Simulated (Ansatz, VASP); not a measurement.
Tl in VASP and in Ansatz

Contents of INCAR:

```
PREC     = Accurate       # precision mode
ENCUT    = 520            # plane-wave cutoff, eV
EDIFF    = 1E-7           # SCF threshold, eV
ISMEAR   = -1             # smearing method
SIGMA    = 0.05           # smearing width, eV
LREAL    = F              # projectors in reciprocal space
LASPH    = T              # aspherical terms in the spheres
NELM     = 60             # most SCF steps
ALGO     = Normal         # electronic algorithm
ISIF     = 2              # what is computed and relaxed
LWAVE    = F              # write WAVECAR
LCHARG   = F              # write CHGCAR
GGA      = PE             # functional
NBANDS   = 12             # bands
```

Contents of KPOINTS:

```
Automatic mesh
0
Gamma
  10 10 10
```

File POSCAR:

```
Tl
1.0
   -1.9410000000      1.9410000000      1.9410000000
    1.9410000000     -1.9410000000      1.9410000000
    1.9410000000      1.9410000000     -1.9410000000
Tl
1
Direct
    0.0000000000      0.0000000000      0.0000000000
```

Input for Ansatz:

```yaml
crystal:
  lattice:
    - [-1.941, 1.941, 1.941]
    - [1.941, -1.941, 1.941]
    - [1.941, 1.941, -1.941]
  atoms:
    - { symbol: Tl, position: [0.0, 0.0, 0.0] }
kpoints:
  mp_grid: { grid: [10, 10, 10] }
scf:
  occupations: { method: fermi_dirac, width: 0.05 }
hamiltonian:
  xc: pbe
  pseudopotentials: { kind: all_electron, lapw: { basis_error: 0.0005 } }
output:
  forces: true
  stress: true
  eigenvalues: true
```

Alike in both runs: task single point; functional PBE; k mesh 10 × 10 × 10; occupations fermi-dirac, width 0.05 eV; no spin polarisation.

```csv
,VASP,Ansatz
version,VASP 6.6.1,Ansatz 0.2.0
potentials or method,"VASP PAW PBE potentials, release 64 (Tl_d)","all-electron LAPW, scalar-relativistic"
plane-wave cutoff (eV),520,see its input
```

Ansatz gave:

| Property | Result |
| --- | --- |
| pressure (GPa) | 2.2 |

Question: What did VASP give for the same quantities?

Answer: Pressure (GPa): 2.1.

Ansatz ran all-electron here, so the differences hold the error of VASP's frozen core and of both bases.

Spin-orbit coupling is left out, which matters for the levels of Tl.
